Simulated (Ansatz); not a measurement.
# SiC (P6_3mc) in Ansatz: notebook

Runs on SiC. Level: LDA. Tasks: single point, equation of state.

All numbers are computed with Ansatz 0.2.0; they aren't measurements. Logs are shortened: lines on timing, memory, paths and dates and some standing lists are left out, and cuts for length are marked.

**1. Starting point**

The structure is hexagonal, space group P6_3mc (No. 186). Conventional cell: a = 3.076 Å, b = 3.076 Å, c = 10.071 Å, α = 90.00°, β = 90.00°, γ = 120.00°. Si (site symmetry 3m) is surrounded by 4 C at 1.88 to 1.89 Å. Around Si (site symmetry 3m) lie 4 C at 1.88 to 1.89 Å. C (site symmetry 3m) is surrounded by 4 Si at 1.88 to 1.89 Å. C (site symmetry 3m) is surrounded by 4 Si at 1.88 to 1.89 Å.

The cell is a database's computed one.

**2. Single point, LDA, 9.69 Å³/atom (volume scaled by 0.94)**

input.yaml

```yaml
crystal:
  lattice:
    - [3.0129072637, 0.0, 0.0]
    - [-1.5064536318, 2.6092542296, 0.0]
    - [0.0, 0.0, 9.8650653976]
  atoms:
    - { symbol: Si, position: [0.0, 0.0, 0.18789438] }
    - { symbol: Si, position: [0.0, 0.0, 0.68789438] }
    - { symbol: Si, position: [0.3333333333, 0.6666666667, 0.43784198] }
    - { symbol: Si, position: [0.6666666667, 0.3333333333, 0.93784198] }
    - { symbol: C, position: [0.0, 0.0, 0.00046005] }
    - { symbol: C, position: [0.0, 0.0, 0.50046005] }
    - { symbol: C, position: [0.3333333333, 0.6666666667, 0.24980259] }
    - { symbol: C, position: [0.6666666667, 0.3333333333, 0.74980259] }
hamiltonian:
  xc: lda
  pseudopotentials: { kind: paw, xc_functional: lda, accuracy: standard }
kpoints:
  mp_grid: { grid: [10, 10, 3] }
scf:
  occupations: { method: fermi_dirac, width: 0.05 }
output:
  forces: true
  stress: true
  eigenvalues: true
```

Potentials or basis: JTH PAW LDA.

Run with:

```bash
ansatz run input.yaml --threads 2 --pin off --max-ram 5120MiB --backend cpu --events-out ev --progress --plain --runs-dir out
```

The program printed:

```text
Warning: the checks of this Si dataset prove no rule for summing its radial tables, as where they were carried onto another mesh than they were made on, and Gregory's rule is taken, under which a leading mesh point left out moves its sums only by what lay on the interval it spanned. That does not make them correct, and they differ from Quantum ESPRESSO's on this file; a re-export a fraction of a mesh step off can move them. hamiltonian.pseudopotentials.radial_quadrature: simpson_from_first_knot sums it by `pw.x`'s rule; on a PAW file no value gives `pw.x`'s numbers. What more to know: hamiltonian.pseudopotentials.radial_quadrature, in the input reference
Warning: the checks of this C dataset prove no rule for summing its radial tables, as where they were carried onto another mesh than they were made on, and Gregory's rule is taken, under which a leading mesh point left out moves its sums only by what lay on the interval it spanned. That does not make them correct, and they differ from Quantum ESPRESSO's on this file; a re-export a fraction of a mesh step off can move them. hamiltonian.pseudopotentials.radial_quadrature: simpson_from_first_knot sums it by `pw.x`'s rule; on a PAW file no value gives `pw.x`'s numbers. What more to know: hamiltonian.pseudopotentials.radial_quadrature, in the input reference
Warning: RAYON_NUM_THREADS=2 ignored (pool sized by the plan → 2); use --threads N
Engine: ansatz 0.2.0, x86_64-unknown-linux-gnu
Pseudopotentials: kind: paw
Pseudopotential: Si, paw, valence charge 4, recommended cutoff 390 eV (normal), Si.paw.azcp
Pseudopotential: C, paw, valence charge 4, recommended cutoff 780 eV (normal), C.paw.azcp
Functional definition: SPW92
  exchange = slater_x
  correlation = pw_c
Crystal: 8 atoms, lattice volume = 77.554 Å³
Basis set: ecut = 780 eV, 3825 PW (Γ)
Bands: 24, of which v1, the nominal top of the filled ones, is band 16 counted from 1 (15 counted from 0)
Symmetry: 12 space group operations
Space group: P63mc (ITA 186), of the structure as read, at distance tolerance 4.3e-5 Å
k-points: 28 of 300 (time reversal used)
Non-local potential: Si, projectors of the file, l = 0: 2, l = 1: 2
Non-local potential: C, projectors of the file, l = 0: 2, l = 1: 2
PAW form: compensated (Kresse and Joubert's): semilocal exchange-correlation on the pseudo side sees the compensation charge
PAW one-centre angular grid: Si, 110 points (default); XC on 64 Gauss nodes
PAW one-centre angular grid: C, 110 points (default); XC on 64 Gauss nodes
Initial density: superposition of atomic densities (chi_scale 0.1, normalization cell, long waves kept (reshape's long-wave potential 0.00 eV rms))
Initial wavefunctions: pseudopotential atomic-orbital guess
Functional: x = slater, c = lda
SCF iter   1: F=—  HF=-3409.600321 eV  |F-HF|=—  |Δ(HF+E_count)|=         —  Δρ=1.58e-1  dr2=2.28e1  ethr=3.10e-3  ⟨swp⟩=8.2  Hψ=5126  notcnv=0  defer=2
preconditioner: auto → none  [insulator: Δε(μ)=4.291 eV  Ē_g=13.360 eV  σ=0.050 eV  W_gap=1.00  n_scr=6 (ndim 8)  ℏωp=23.9 eV  f_vac=0.004  D(μ)=0.00/eV (n_scr^D=0)  ε∞_Penn≈4.2]
SCF iter   2: F=—  HF=-3402.332538 eV  |F-HF|=—  |Δ(HF+E_count)|=    7.27e0  Δρ=5.19e-2  dr2=1.27e0  ethr=3.10e-3  ⟨swp⟩=4.4  Hψ=2169  notcnv=0  defer=75
SCF iter   3: F=—  HF=-3401.935812 eV  |F-HF|=—  |Δ(HF+E_count)|=   3.97e-1  Δρ=1.98e-2  dr2=1.49e-1  ethr=3.10e-3  ⟨swp⟩=2.3  Hψ=1327  notcnv=0  defer=74
SCF iter   4: F=—  HF=-3401.891077 eV  |F-HF|=—  |Δ(HF+E_count)|=   4.47e-2  Δρ=1.44e-3  dr2=9.48e-4  ethr=4.66e-4  ⟨swp⟩=2.0  Hψ=754  notcnv=0  defer=74
SCF iter   5: F=—  HF=-3401.891647 eV  |F-HF|=—  |Δ(HF+E_count)|=   5.69e-4  Δρ=4.92e-4  dr2=2.31e-4  ethr=2.96e-6  ⟨swp⟩=4.0  Hψ=1571  notcnv=0  defer=46
automatic band count: iteration 5 solves 23 bands in place of 24: the levels show a gap, and the empty bands left out lie too high to hold charge; the band table lists the bands solved (type scf.n_extra_bands for more)
SCF iter   6: F=—  HF=-3401.891588 eV  |F-HF|=—  |Δ(HF+E_count)|=   5.87e-5  Δρ=1.77e-4  dr2=1.06e-5  ethr=7.21e-7  ⟨swp⟩=2.0  Hψ=969  notcnv=0  defer=46
SCF iter   7: F=—  HF=-3401.891600 eV  |F-HF|=—  |Δ(HF+E_count)|=   1.23e-5  Δρ=4.18e-5  dr2=2.48e-6  ethr=3.32e-8  ⟨swp⟩=3.2  Hψ=1294  notcnv=0  defer=46
SCF iter   8: F=—  HF=-3401.891600 eV  |F-HF|=—  |Δ(HF+E_count)|=   5.15e-7  Δρ=1.81e-5  dr2=4.13e-7  ethr=7.74e-9  ⟨swp⟩=2.2  Hψ=974  notcnv=0  defer=46
SCF iter   9: F=-3401.891600 eV  HF=-3401.891600 eV  |F-HF|=7.49e-9  |Δ(HF+E_count)|=   1.11e-7  Δρ=3.62e-6  dr2=1.05e-8  ethr=3.13e-10  ⟨swp⟩=16.1  Hψ=4782  notcnv=0
SCF 1 converged in 9 iterations: F = -3401.891600 eV  dr2 = 1.05e-8
SCF converged after 9 iterations
Free energy (F): -3401.891600 eV
Harris-Foulkes:  -3401.891600 eV  (|F-HF|=7.49e-9)
Internal energy: -3401.891600 eV  (E = F + TS)
E sigma→0 (E₀):  -3401.891600 eV
Fermi energy:    11.305331 eV
--- Per-component energies (eV) ---
  E_band       = 130.228740
  E_kinetic    = 566.448938
  E_local      = -368.366943  (includes V_loc(G=0)·N_el)
  E_nonlocal   = 166.501504
  E_hartree    = 124.904918
  E_xc         = -509.665401
  E_vxc        = -455.594663  (∫ρ·V_xc dr)
  E_paw        = -2218.446463  (= ΣΔE_a)
  E_vpaw       = -28.568728  (= ΣTr[D̂ρ^β])
  E_aug_tail   = -0.000013  (compensation charges beyond the density's cutoff)
  E_ewald      = -1163.268139
  E_smearing   = -0.000000  (= −TS)
  E_closure    = 0.000000  (closes the sum)
  Σ components = -3401.891600   (vs F -3401.891600, Δ=0.00e0)
--- Forces (eV/Å), atoms counted from 1 ---
  atom   1  Si     0.00000000    -0.00000000     0.00461972
  atom   2  Si    -0.00000000    -0.00000000     0.00461972
  atom   3  Si    -0.00000000     0.00000000    -0.01519889
  atom   4  Si     0.00000000     0.00000000    -0.01519889
  atom   5  C      0.00000000     0.00000000     0.00008530
  atom   6  C      0.00000000    -0.00000000     0.00008530
  atom   7  C     -0.00000000    -0.00000000     0.01031896
  atom   8  C      0.00000000     0.00000000     0.01031896
  max |Σ_I F_I| component: 3.50e-4 eV/Å
--- Stress (GPa, compression-positive) ---
       10.929050       0.000000      -0.000000
        0.000000      10.929050       0.000000
       -0.000000       0.000000      10.680327
  P = ⅓ Tr σ = 10.8461 GPa (108.461 kbar)
--- Band table (eV; the first three rows and the last of 28) ---
  k-point 0: bands = ["-5.7456", "-4.5009", "-4.4621", "-1.8822", "1.1686", "5.6944", "5.7350", "8.9750", "8.9750", "9.4504", "9.4504", "9.5990", "9.5990", "10.1440", "10.1999", "10.1999", "15.8027", "16.3522", "17.0089", "17.2009", "17.4124", "17.4124", "17.4473"]
  k-point 1: bands = ["-5.6024", "-5.1768", "-3.5521", "-2.5059", "2.0201", "3.7338", "7.7174", "9.0423", "9.0423", "9.2314", "9.2314", "9.4090", "9.8483", "9.8483", "10.1002", "10.1002", "15.8940", "16.1409", "17.2830", "17.4768", "17.4768", "17.5063", "17.5063"]
  k-point 2: bands = ["-5.5624", "-4.3234", "-4.2838", "-1.7270", "1.3398", "5.7578", "5.8031", "8.0093", "8.6322", "8.6752", "8.8268", "9.2449", "9.3429", "9.5792", "10.0243", "10.1254", "15.9564", "16.5890", "16.5928", "17.2017", "17.4524", "17.6735", "17.6916"]
  k-point 27: bands = ["-1.3379", "-1.0870", "-0.5181", "-0.4197", "2.4153", "2.7022", "2.7241", "3.2899", "4.1160", "4.3462", "5.1431", "5.4684", "6.4559", "7.4289", "7.6769", "8.0553", "13.5447", "13.7055", "16.0829", "16.8410", "16.9627", "17.9662", "19.1349"]
```

It took 3.4 s on 2 threads of INTEL XEON PLATINUM 8581C at 2.10GHz (Emerald Rapids), shared host; peak memory 0.46 GiB.

What came out:

* Free energy: -3401.8916 eV
* Pressure: 10.8 GPa
* Largest force: 0.015 eV/Å
* Band gap on the k mesh: 2.19 eV, indirect (least direct gap 3.35 eV)

Caveat: odd divisions of the mesh miss points on the zone boundary, where band edges often lie, so the gap on the mesh can be too wide.

**3. Single point, LDA, 9.90 Å³/atom (volume scaled by 0.96)**

Edit input.yaml of step 2 so:

```diff
@@ -2,5 +2,5 @@
   lattice:
-    - [3.0129072637, 0.0, 0.0]
-    - [-1.5064536318, 2.6092542296, 0.0]
-    - [0.0, 0.0, 9.8650653976]
+    - [3.0341256196, 0.0, 0.0]
+    - [-1.5170628097, 2.6276298648, 0.0]
+    - [0.0, 0.0, 9.9345399781]
   atoms:
@@ -25 +25,5 @@
   eigenvalues: true
+  write_density: true
+  write_potential: true
+  elf: true
+  volumetric_format: npy
```

Potentials or basis: JTH PAW LDA.

Run with:

```bash
ansatz run input.yaml --threads 2 --pin off --max-ram 5120MiB --backend cpu --events-out ev --progress --plain --runs-dir out
```

Run time: 4.6 s. Hardware: 2 threads of INTEL XEON PLATINUM 8581C at 2.10GHz (Emerald Rapids), shared host; peak memory 0.47 GiB.

Results (log left out):

* Free energy: -3401.9746 eV
* Pressure: 5.4 GPa
* Largest force: 0.008 eV/Å
* Band gap on the k mesh: 2.19 eV, indirect (least direct gap 3.34 eV)

Caveat: odd divisions of the mesh miss points on the zone boundary, where band edges often lie, so the gap on the mesh can be too wide.

**4. Single point, LDA, 10.11 Å³/atom (volume scaled by 0.98)**

Edit input.yaml of step 3 so:

```diff
@@ -2,5 +2,5 @@
   lattice:
-    - [3.0341256196, 0.0, 0.0]
-    - [-1.5170628097, 2.6276298648, 0.0]
-    - [0.0, 0.0, 9.9345399781]
+    - [3.0550512851, 0.0, 0.0]
+    - [-1.5275256425, 2.6457520228, 0.0]
+    - [0.0, 0.0, 10.0030562121]
   atoms:
```

Run with:

```bash
ansatz run input.yaml --threads 2 --pin off --max-ram 5120MiB --backend cpu --events-out ev --progress --plain --runs-dir out
```

Run time: 5 s. Hardware: 2 threads of INTEL XEON PLATINUM 8581C at 2.10GHz (Emerald Rapids), shared host; peak memory 0.49 GiB.

The run converged. Its results:

```
Free energy            : -3402.0038 eV
Pressure               : 0.4 GPa
Band gap on the k mesh : 2.18 eV, indirect (least direct gap 3.33 eV)
```

Caveat: odd divisions of the mesh miss points on the zone boundary, where band edges often lie, so the gap on the mesh can be too wide.

**5. Single point, LDA, 10.31 Å³/atom**

Edit input.yaml of step 4 so:

```diff
@@ -2,5 +2,5 @@
   lattice:
-    - [3.0550512851, 0.0, 0.0]
-    - [-1.5275256425, 2.6457520228, 0.0]
-    - [0.0, 0.0, 10.0030562121]
+    - [3.0756941497, 0.0, 0.0]
+    - [-1.5378470748, 2.6636292679, 0.0]
+    - [0.0, 0.0, 10.07064648]
   atoms:
@@ -25,5 +25 @@
   eigenvalues: true
-  write_density: true
-  write_potential: true
-  elf: true
-  volumetric_format: npy
```

Run with:

```bash
ansatz run input.yaml --threads 2 --pin off --max-ram 5120MiB --backend cpu --events-out ev --progress --plain --runs-dir out
```

It took 3.7 s on 2 threads of INTEL XEON PLATINUM 8581C at 2.10GHz (Emerald Rapids), shared host; peak memory 0.46 GiB.

It converged, with:

```yaml
Free_energy: -3401.9843 eV
Pressure: -4.1 GPa
Largest_force: 0.006 eV/Å
Band_gap_on_the_k_mesh: 2.18 eV, indirect (least direct gap 3.32 eV)
```

Caveat: odd divisions of the mesh miss points on the zone boundary, where band edges often lie, so the gap on the mesh can be too wide.

**6. Single point, LDA, 10.52 Å³/atom (volume scaled by 1.02)**

Edit input.yaml of step 5 so:

```diff
@@ -2,5 +2,5 @@
   lattice:
-    - [3.0756941497, 0.0, 0.0]
-    - [-1.5378470748, 2.6636292679, 0.0]
-    - [0.0, 0.0, 10.07064648]
+    - [3.0960635787, 0.0, 0.0]
+    - [-1.5480317893, 2.6812697109, 0.0]
+    - [0.0, 0.0, 10.1373414467]
   atoms:
@@ -25 +25,5 @@
   eigenvalues: true
+  write_density: true
+  write_potential: true
+  elf: true
+  volumetric_format: npy
```

Potentials or basis: JTH PAW LDA.

Run with:

```bash
ansatz run input.yaml --threads 2 --pin off --max-ram 5120MiB --backend cpu --events-out ev --progress --plain --runs-dir out
```

Wall time 5.3 s (2 threads of INTEL XEON PLATINUM 8581C at 2.10GHz (Emerald Rapids), shared host); peak memory 0.49 GiB.

It converged, with:

| Item | Value |
| --- | --- |
| Free energy | -3401.9207 eV |
| Pressure | -8.2 GPa |
| Largest force | 0.012 eV/Å |
| Band gap on the k mesh | 2.17 eV, indirect (least direct gap 3.31 eV) |

Caveat: odd divisions of the mesh miss points on the zone boundary, where band edges often lie, so the gap on the mesh can be too wide.

**7. Single point, LDA, 10.73 Å³/atom (volume scaled by 1.04)**

Edit input.yaml of step 6 so:

```diff
@@ -2,5 +2,5 @@
   lattice:
-    - [3.0960635787, 0.0, 0.0]
-    - [-1.5480317893, 2.6812697109, 0.0]
-    - [0.0, 0.0, 10.1373414467]
+    - [3.116168451, 0.0, 0.0]
+    - [-1.5580842255, 2.6986810411, 0.0]
+    - [0.0, 0.0, 10.2031701838]
   atoms:
```

Run with:

```bash
ansatz run input.yaml --threads 2 --pin off --max-ram 5120MiB --backend cpu --events-out ev --progress --plain --runs-dir out
```

Wall time 5.3 s (2 threads of INTEL XEON PLATINUM 8581C at 2.10GHz (Emerald Rapids), shared host); peak memory 0.49 GiB.

Results (log left out):

```
Free energy            : -3401.8171 eV
Pressure               : -11.9 GPa
Largest force          : 0.018 eV/Å
Band gap on the k mesh : 2.17 eV, indirect (least direct gap 3.29 eV)
```

Caveat: odd divisions of the mesh miss points on the zone boundary, where band edges often lie, so the gap on the mesh can be too wide.

**8. Single point, LDA, 10.93 Å³/atom (volume scaled by 1.06)**

Edit input.yaml of step 7 so:

```diff
@@ -2,5 +2,5 @@
   lattice:
-    - [3.116168451, 0.0, 0.0]
-    - [-1.5580842255, 2.6986810411, 0.0]
-    - [0.0, 0.0, 10.2031701838]
+    - [3.1360171929, 0.0, 0.0]
+    - [-1.5680085964, 2.7158705557, 0.0]
+    - [0.0, 0.0, 10.2681602811]
   atoms:
@@ -25,5 +25 @@
   eigenvalues: true
-  write_density: true
-  write_potential: true
-  elf: true
-  volumetric_format: npy
```

Run with:

```bash
ansatz run input.yaml --threads 2 --pin off --max-ram 5120MiB --backend cpu --events-out ev --progress --plain --runs-dir out
```

Wall time 3.8 s (2 threads of INTEL XEON PLATINUM 8581C at 2.10GHz (Emerald Rapids), shared host); peak memory 0.48 GiB.

Results (log left out):

| Quantity | Value |
| --- | --- |
| Free energy | -3401.6774 eV |
| Pressure | -15.2 GPa |
| Largest force | 0.023 eV/Å |
| Band gap on the k mesh | 2.16 eV, indirect (least direct gap 3.28 eV) |

Caveat: odd divisions of the mesh miss points on the zone boundary, where band edges often lie, so the gap on the mesh can be too wide.

**9. Equation of state, LDA**

Potentials or basis: JTH PAW LDA.

This step only gathers the single runs of the series.

Results:

```yaml
Equilibrium_volume: 10.12 Å³/atom
Bulk_modulus_at_fixed_shape_and_positions: 230 GPa
Pressure_derivative_of_the_bulk_modulus: 3.9
```

Energy against volume, from the lowest point:
```tsv
volume (Å³/atom)	energy (meV/atom)
9.694	14.02
9.900	3.65
10.107	0.00
10.313	2.44
10.519	10.39
10.726	23.34
10.932	40.80
```

Caveat: the cell was scaled at fixed shape and fractional positions, which overstates the stiffness of a crystal with free parameters, most of all of layers and chains.
